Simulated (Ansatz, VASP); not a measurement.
## InAs: VASP beside Ansatz

Aim: how closely do two programs agree when they are given the same cell, functional and k mesh? The cell is taken from a series of VASP runs on this material, whose earlier steps may have relaxed, scaled or displaced it; both programs get it as it stands.

Method: plane waves, with VASP 6.6.1 beside it; relaxation of cell and atoms at PBEsol, in Ansatz 0.2.0.

## (1) Set-up

Symmetry: F-43m, No. 216, cubic system. Conventional cell: a = 6.091 Å, b = 6.091 Å, c = 6.091 Å, α = 90.00°, β = 90.00°, γ = 90.00°. Nearest to In lie 4 As at 2.64 Å. Nearest to As lie 4 In at 2.64 Å. Farther neighbours are not listed.

## (2) VASP: relaxation of cell and atoms, PBEsol

The relaxed volume is the usual yardstick between codes: its relative difference is about their pressure difference at one cell divided by the bulk modulus.

Lines of VASP's logs that name or quote its potential files are left out, and so is its time.

File INCAR:

```
SYSTEM = InAs
PREC = Accurate
ENCUT = 500
EDIFF = 1E-07
NELM = 100
ISMEAR = 0
SIGMA = 0.05
LREAL = .FALSE.
ALGO = Normal
GGA = PS
NBANDS = 15
LORBIT = 11
LWAVE = .FALSE.
LCHARG = .FALSE.
KPAR = 4
IBRION = 2
NSW = 50
ISIF = 3
EDIFFG = -0.002
```

File POSCAR:

```
InAs
1.0
    0.0000000000      3.0453077413      3.0453077413
    3.0453077413      0.0000000000      3.0453077413
    3.0453077413      3.0453077413      0.0000000000
In As
1 1
Direct
    0.0000000000      0.0000000000      0.0000000000
    0.7500000000      0.7500000000      0.7500000000
```

File KPOINTS:

```
Automatic mesh
0
Gamma
10 10 10
0 0 0
```

PAW data sets: In_d and As (PBE family, release 64).

Started as:

```
$ mpirun -np 4 vasp_std
```

Numbers of over 12 decimals in the logs are rounded to 6 here.

The log of the run:

```text
[banner, memory and clock lines left out]
running    4 mpi-ranks, on    1 nodes
 distrk:  each k-point on    1 cores,    4 groups
 distr:  one band on    1 cores,    1 groups

 POSCAR found type information on POSCAR InAs
 POSCAR found :  2 types and       2 ions
|                                                                             |
|               ----> ADVICE to this user running VASP <----                  |
|                                                                             |
|     You enforced a specific xc type in the INCAR file but a different       |
|     [... a line on the potential file left out ...]
|     I HOPE YOU KNOW WHAT YOU ARE DOING!                                     |
|                                                                             |

 LDA part: xc-table for (Slater+PW92), standard interpolation
 POSCAR, INCAR and KPOINTS ok, starting setup
 FFT: planning ... GRIDC
 FFT: planning ... GRID_SOFT
 FFT: planning ... GRID
 WAVECAR not read
 entering main loop
       N       E                     dE             d eps       ncg     rms          rms(c)
DAV:   1     0.110195047372E+03    0.11020E+03   -0.81119E+03  1424   0.125E+03
DAV:   2    -0.126458871529E+01   -0.11146E+03   -0.10740E+03  1487   0.293E+02
DAV:   3    -0.858351332909E+01   -0.73189E+01   -0.72748E+01  1809   0.768E+01
DAV:   4    -0.877205513635E+01   -0.18854E+00   -0.18846E+00  1716   0.139E+01
DAV:   5    -0.878010902025E+01   -0.80539E-02   -0.80537E-02  2145   0.243E+00    0.431E+00
DAV:   6    -0.852023120931E+01    0.25988E+00   -0.39731E-01  2217   0.118E+01    0.235E+00
DAV:   7    -0.848993597070E+01    0.30295E-01   -0.10708E-01  1987   0.336E+00    0.678E-01
DAV:   8    -0.848840134718E+01    0.15346E-02   -0.12413E-02  1826   0.135E+00    0.186E-01
DAV:   9    -0.848864270217E+01   -0.24135E-03   -0.85821E-04  1739   0.286E-01    0.106E-01
DAV:  10    -0.848871246485E+01   -0.69763E-04   -0.12353E-04  2133   0.160E-01    0.650E-02
DAV:  11    -0.848873179914E+01   -0.19334E-04   -0.55247E-05  1606   0.106E-01    0.482E-02
DAV:  12    -0.848873177065E+01    0.28490E-07   -0.56509E-06  1690   0.262E-02    0.783E-03
DAV:  13    -0.848873187349E+01   -0.10284E-06   -0.11842E-06  1844   0.603E-03    0.358E-03
DAV:  14    -0.848873181998E+01    0.53511E-07   -0.61838E-08  1287   0.253E-03
   1 F= -.84887318E+01 E0= -.84886932E+01  d E =-.848873E+01
 curvature:   0.00 expect dE= 0.000E+00 dE for cont linesearch  0.000E+00
 trial: gam= 0.00000 g(F)=  0.578E-47 g(S)=  0.544E-07 ort = 0.000E+00 (trialstep = 0.100E+01)
 search vector abs. value=  0.545E-07
 reached required accuracy - stopping structural energy minimisation
```

OUTCAR, selected parts (step 2):

```text
ion  position               nearest neighbor table
   1  0.000  0.000  0.000-   2 2.64   2 2.64   2 2.64   2 2.64
   2  0.750  0.750  0.750-   1 2.64   1 2.64   1 2.64   1 2.64

  LATTYP: Found a face centered cubic cell.
 ALAT       =     6.0906154826

 Subroutine GETGRP returns: Found 24 space group operations
 (whereof 24 operations were pure point group operations)

The static configuration has the point symmetry T_d .

 Found     47 irreducible k-points:

   k-points           NKPTS =     47   k-points in BZ     NKDIM =     47   number of bands    NBANDS=     15

   dimension x,y,z NGX =    32 NGY =   32 NGZ =   32
   dimension x,y,z NGXF=    64 NGYF=   64 NGZF=   64

   ENCUT  =  500.0 eV  36.75 Ry    6.06 a.u.   7.85  7.85  7.85*2*pi/ulx,y,z

   NELECT =      18.0000    total number of electrons

 k-points in reciprocal lattice and weights: Automatic mesh
   0.00000000  0.00000000  0.00000000       0.001
   0.10000000  0.00000000  0.00000000       0.008
   0.20000000  0.00000000  0.00000000       0.008
   0.30000000  0.00000000  0.00000000       0.008
   0.40000000  0.00000000  0.00000000       0.008
   0.50000000  0.00000000  0.00000000       0.004
   0.10000000  0.10000000  0.00000000       0.006
   0.20000000  0.10000000  0.00000000       0.024
   0.30000000  0.10000000  0.00000000       0.024
[...]
-0.30000000  0.40000000  0.20000000       0.024
  -0.30000000  0.50000000  0.20000000       0.012

 average (electrostatic) potential at core
       1 -96.6178       2 -49.7000

 E-fermi :   4.1732

 k-point     1 :       0.0000    0.0000    0.0000
  band No.  band energies     occupation
    ...
      6      -7.5951      2.00000
      7       3.7659      2.00000
      8       4.1579      1.33372
      9       4.1579      1.33372
     10       4.1579      1.33372
     11       8.0033      0.00000
     12       8.0033      0.00000
     13       8.0033      0.00000
     14      11.4082      0.00000
     15      13.7668      0.00000

 k-point     2 :       0.1000    0.0000    0.0000
  band No.  band energies     occupation
    ...
      5     -10.0130      2.00000
      6      -7.4941      2.00000
      7       2.5768      2.00000
      8       4.0325      1.99993
      9       4.0325      1.99993
     10       4.9913      0.00000
     11       8.0472      0.00000
     12       8.1887      0.00000
     13       8.1887      0.00000
     14      12.0068      0.00000
    ...

 k-point     3 :       0.2000    0.0000    0.0000
  band No.  band energies     occupation
    ...
      5     -10.0126      2.00000
      6      -7.2075      2.00000
      7       1.1425      2.00000
      8       3.7503      2.00000
      9       3.7503      2.00000
     10       5.3115      0.00000
     11       8.5615      0.00000
     12       8.5615      0.00000
     13       8.6413      0.00000
     14      12.5076      0.00000
    ...

  Total        0.0008669      0.0008669      0.0008669      0.0000000      0.0000000      0.0000000
  in kB        0.0245911      0.0245911      0.0245911      0.0000000      0.0000000      0.0000000
  external PRESSURE =       0.0245911 kB  Pullay stress =       0.0000000 kB

  energy-cutoff  :      500.00
  volume of cell :       56.48
      direct lattice vectors                 reciprocal lattice vectors
     0.000000000  3.045307741  3.045307741    -0.164187019  0.164187019  0.164187019
     3.045307741  0.000000000  3.045307741     0.164187019 -0.164187019  0.164187019
     3.045307741  3.045307741  0.000000000     0.164187019  0.164187019 -0.164187019

 POSITION                                       TOTAL-FORCE (eV/Angst)
 -----------------------------------------------------------------------------------
      0.00000      0.00000      0.00000        -0.000000     -0.000000     -0.000000
      4.56796      4.56796      4.56796         0.000000      0.000000      0.000000
 -----------------------------------------------------------------------------------
    total drift:                                0.000000      0.000000      0.000000

  FREE ENERGIE OF THE ION-ELECTRON SYSTEM (eV)
  ---------------------------------------------------
  free  energy   TOTEN  =        -8.4887318200 eV

  energy  without entropy=       -8.4886545336  energy(sigma->0) =       -8.48869318

 reached required accuracy - stopping structural energy minimisation

 total charge
# of ion       s       p       d       tot
------------------------------------------
    1        0.849   0.717   9.886  11.452
    2        1.225   1.546   0.021   2.793
--------------------------------------------------
tot          2.074   2.263   9.907  14.245

[... 3 further parts left out ...]
```

CONTCAR:

```
InAs
   1.00000000000000
     0.0000000000000000    3.0453077412999998    3.0453077412999998
     3.0453077412999998    0.0000000000000000    3.0453077412999998
     3.0453077412999998    3.0453077412999998    0.0000000000000000
  In              As
     1     1
Direct
     0.0000000000000000    0.0000000000000000    0.0000000000000000
     0.7500000000000000    0.7500000000000000    0.7500000000000000
```

The run keeps the 24 symmetry operations of its start, so it cannot find a distortion of lower symmetry.

## (3) Ansatz: relaxation of cell and atoms, PBEsol

Ansatz runs on its default PAW (the set named soft_2) files.

The same cell, functional, mesh and smearing now go to Ansatz, which takes its cutoff from its data sets.

File input.yaml:

```yaml
crystal:
  lattice:
    - [0.0, 3.0453077413, 3.0453077413]
    - [3.0453077413, 0.0, 3.0453077413]
    - [3.0453077413, 3.0453077413, 0.0]
  atoms:
    - { symbol: In, position: [0.0, 0.0, 0.0] }
    - { symbol: As, position: [0.75, 0.75, 0.75] }
hamiltonian:
  xc: pbesol
  pseudopotentials: { kind: paw }
kpoints:
  mp_grid: { grid: [10, 10, 10] }
scf:
  occupations: { method: gaussian, width: 0.05 }
relax:
  f_tol: 0.01
  max_steps: 60
  cell: { stress_tol: 0.05 }
output:
  forces: true
  stress: true
```

Started as:

```
$ ansatz run input.yaml --threads 4 --pin off --max-ram 9216MiB --backend cpu --events-out ev --progress --plain --runs-dir out
```

The log of the run:

```text
Engine: ansatz 0.2.0, aarch64-unknown-linux-gnu
Pseudopotentials: kind: paw
Pseudopotential: In, paw, valence charge 13, recommended cutoff 420 eV (normal), In.paw.azcp
Pseudopotential: As, paw, valence charge 15, recommended cutoff 420 eV (normal), As.paw.azcp
Functional definition: PBEsol
  exchange = pbesol_x
  correlation = pbesol_c
Crystal: 2 atoms, lattice volume = 56.484 Å³
Basis set: ecut = 420 eV, 1067 PW (Γ), exchange–correlation on 60×60×60 points (8 copies of the dense FFT grid, shifted against one another)
Bands: 18, of which v1, the nominal top of the filled ones, is band 14 counted from 1 (13 counted from 0)
Symmetry: 24 space group operations
Space group: F-43m (ITA 216), of the structure as read, at distance tolerance 3.8e-5 Å
k-points: 47 of 1000 (time reversal used)
Non-local potential: In, projectors of the file, l = 0: 2, l = 1: 2, l = 2: 2, l = 3: 2
Non-local potential: As, projectors of the file, l = 0: 2, l = 1: 2, l = 2: 3, l = 3: 1
PAW form: soft (Blöchl's): semilocal exchange-correlation on the pseudo side does not see the compensation charge
PAW frozen core: In, regenerated for the run's functional, and the local potential with it (the file was generated under x = pbe(κ = 0.804, μ = 0.219515), c = pbe(β = 0.066725))
PAW frozen core: As, regenerated for the run's functional, and the local potential with it (the file was generated under x = pbe(κ = 0.804, μ = 0.219515), c = pbe(β = 0.066725))
PAW one-centre angular grid: In, 590 points (default); XC on 64 Gauss nodes
PAW one-centre angular grid: As, 590 points (default); XC on 64 Gauss nodes
Initial density: superposition of atomic densities (neutral atoms: chi_scale 0, normalization atom), corrected by the library's trained network
Initial wavefunctions: pseudopotential atomic-orbital guess
Functional: x = pbesol(κ = 0.804, μ = 0.123457), c = pbesol(β = 0.046)
SCF iter   1: F=—  HF=-10338.835252 eV  |F-HF|=—  |Δ(HF+E_count)|=         —  Δρ=4.46e-3  dr2=1.96e-2  ethr=1.77e-3  ⟨swp⟩=6.0  Hψ=4138  notcnv=0
preconditioner: auto → none  [insulator: Δε(μ)=0.779 eV  Ē_g=14.532 eV  σ=0.050 eV  W_gap=0.67  n_scr=14 (ndim 8)  ℏωp=21.0 eV  f_vac=0.112  D(μ)=0.06/eV (n_scr^D=0)  ε∞_Penn≈3.1]
SCF iter   2: F=—  HF=-10338.827893 eV  |F-HF|=—  |Δ(HF+E_count)|=   7.36e-3  Δρ=1.47e-3  dr2=1.08e-3  ethr=7.00e-5  ⟨swp⟩=2.0  Hψ=1586  notcnv=0
SCF iter   3: F=—  HF=-10338.827721 eV  |F-HF|=—  |Δ(HF+E_count)|=   1.71e-4  Δρ=4.89e-4  dr2=1.50e-4  ethr=3.85e-6  ⟨swp⟩=2.0  Hψ=1505  notcnv=0
SCF iter   4: F=—  HF=-10338.827752 eV  |F-HF|=—  |Δ(HF+E_count)|=   3.05e-5  Δρ=2.07e-4  dr2=1.58e-5  ethr=5.36e-7  ⟨swp⟩=2.0  Hψ=1022  notcnv=0
SCF iter   5: F=—  HF=-10338.827767 eV  |F-HF|=—  |Δ(HF+E_count)|=   1.50e-5  Δρ=1.77e-5  dr2=1.17e-7  ethr=5.63e-8  ⟨swp⟩=2.0  Hψ=1011  notcnv=0
SCF iter   6: F=-10338.827767 eV  HF=-10338.827767 eV  |F-HF|=8.12e-9  |Δ(HF+E_count)|=   3.94e-8  Δρ=4.42e-6  dr2=7.59e-9  ethr=3.57e-10  ⟨swp⟩=4.3  Hψ=2797  notcnv=0
SCF 1 converged in 6 iterations: F = -10338.827767 eV  dr2 = 7.59e-9
  greatest PAW one-centre occupation: 0.999 electrons in one spin orbital (limit 2), on the As atom at site 1 (counted from 0), in its partial waves of l = 2
relax step   1: F+E_penalty+E_count = -10338.82776697 eV  Δ(F+E_penalty+E_count) = +0.000e0 eV  max|allowed force component| = 1.480e-16 eV/Å  Δτ_max = 0.0000 Å  P = -0.096 GPa  Ω = 56.484 Å³  (6 SCF iters, dr2 threshold 1.00e-7 eV, accepted)
[...]
relax step   2: F+E_penalty+E_count = -10338.82781708 eV  Δ(F+E_penalty+E_count) = -5.011e-5 eV  max|allowed force component| = 2.891e-17 eV/Å  Δτ_max = 0.0000 Å  P = +0.036 GPa  Ω = 56.350 Å³  energy of the carried Pulay correction = +2.492e-5 eV  (4 SCF iters, dr2 threshold 2.30e-8 eV, accepted)
[...]
relax step   3: F+E_penalty+E_count = -10338.82779612 eV  Δ(F+E_penalty+E_count) = +2.096e-5 eV  max|allowed force component| = 3.296e-17 eV/Å  Δτ_max = 0.0000 Å  P = +0.036 GPa  Ω = 56.350 Å³  stress off target by 3.58e-2 GPa  SCF on the basis re-selected at this cell (its energy is not comparable with the rows above)  (4 SCF iters)
basis re-selected at this cell: Δ(F+E_penalty+E_count) = +2.096e-5 eV, ΔP = -0.000 GPa vs the last step (what re-selecting the basis moved, of the pressure what is left beyond the Pulay correction that the steps carried, after the strain that the cell walked since its last selection, with what the two solves' SCF thresholds leave and, on support functions, any second-order correction that the steps lacked; it is no m [...]
SCF converged after 4 iterations
Free energy (F): -10338.827796 eV
Harris-Foulkes:  -10338.827796 eV  (|F-HF|=3.64e-12)
Internal energy: -10338.827719 eV  (E = F + TS)
E sigma→0 (E₀):  -10338.827757 eV
Entropy (-TS):   -0.000077 eV (-0.039 meV/atom)
Fermi energy:    7.469613 eV
--- Per-component energies (eV) ---
  E_band       = -321.812050
  E_kinetic    = 346.710209
  E_local      = -3303.445400  (includes V_loc(G=0)·N_el)
  E_nonlocal   = -299.778853
  E_hartree    = 1593.092690
  E_xc         = -291.837367
  E_vxc        = -178.754107  (∫ρ·V_xc dr)
  E_paw        = -5877.659393  (= ΣΔE_a)
  E_vpaw       = -72.729174  (= ΣTr[D̂ρ^β])
  E_aug_tail   = 0.000034  (compensation charges beyond the density's cutoff)
  E_ewald      = -2507.111970
  E_core_change = 1.202331  (= ΣΔE_core)
  E_smearing   = -0.000077  (= −TS)
  E_closure    = 0.000000  (closes the sum)
  Σ components = -10338.827796   (vs F -10338.827796, Δ=0.00e0)
--- Forces (eV/Å), atoms counted from 1 ---
  atom   1  In    -0.00000000    -0.00000000     0.00000000
  atom   2  As     0.00000000    -0.00000000    -0.00000000
  max |Σ_I F_I| component: 6.36e-17 eV/Å
--- Stress (GPa, compression-positive) ---
        0.035815      -0.000000      -0.000000
       -0.000000       0.035815       0.000000
       -0.000000       0.000000       0.035815
  P = ⅓ Tr σ = 0.0358 GPa (0.358 kbar)
--- Relaxed structure (2 steps of the walk, 2 accepted, 1 SCFs on fresh bases) ---
  F+E_penalty+E_count = -10338.82779612 eV   max|allowed force component| = 3.296e-17 eV/Å   (the final SCF, on the basis selected at the relaxed cell)
  cell:  # Å, volume = 56.3501 Å³
    - [0, 3.042903, 3.042903]
    - [3.042903, 0, 3.042903]
    - [3.042903, 3.042903, 0]
  atoms:
    - { symbol: In, position: [0, 0, 0] }
    - { symbol: As, position: [0.750000, 0.750000, 0.750000] }
```

Run time: 3.2 s. Hardware: 4 threads of Arm Neoverse V1, shared host; peak memory 0.41 GiB; 11 s of CPU time.

## (4) Side by side

Known differences besides the potentials themselves: both relaxations stop at a tolerance, which leaves soft axes loose, and VASP keeps its plane-wave basis; the data sets hold 28 valence electrons in Ansatz (default PAW (the set named soft_2) files) and 18 in VASP; the cutoff is 420 eV in Ansatz and 500 eV in VASP; Ansatz makes its cores anew for this functional, VASP keeps those of its PBE data sets; VASP leaves aspherical gradient terms in its spheres out (LASPH is not set), Ansatz keeps them; Ansatz adds a Pulay correction to the stress that steers its cell, VASP none. Total energies have different zeros and are not compared.

Compared:

```
                                         quantity  Ansatz   VASP  difference
                                      volume (Å³)   56.35  56.48     -0.24 %
edge a after relaxation, in the typed setting (Å)   4.303  4.307     -0.08 %
```

The walks stopped with 0.04 GPa left in Ansatz and 0.00 GPa in VASP; each walk ends within a tolerance, so the volume difference is uncertain by about these residues over the bulk modulus, most in soft cells.

## (5) Outcome

- difference in volume (relaxation of cell and atoms, PBEsol): -0.24 %

The difference in volume is -0.24 % (relaxation of cell and atoms, PBEsol), within the 1.2 % picked in this series as the mark of a large difference, as far as the stopping tolerances let one tell. Such differences can come from data sets, numerical settings and the points named under the comparisons, not from the functional's error against experiment.

[Lines on the potential files, build, host, timing and source positions are cut from VASP's logs without a mark.]

[Logs are printed without paths, hosts, clocks, repeated set-up lines and the standing remarks that a program may print on its own settings, such as how far it seeks lower states.]

[Hosts, paths, dates, database ids (printed as entryN), source tags and the programs' standing remarks are cut or masked in the printed files.]
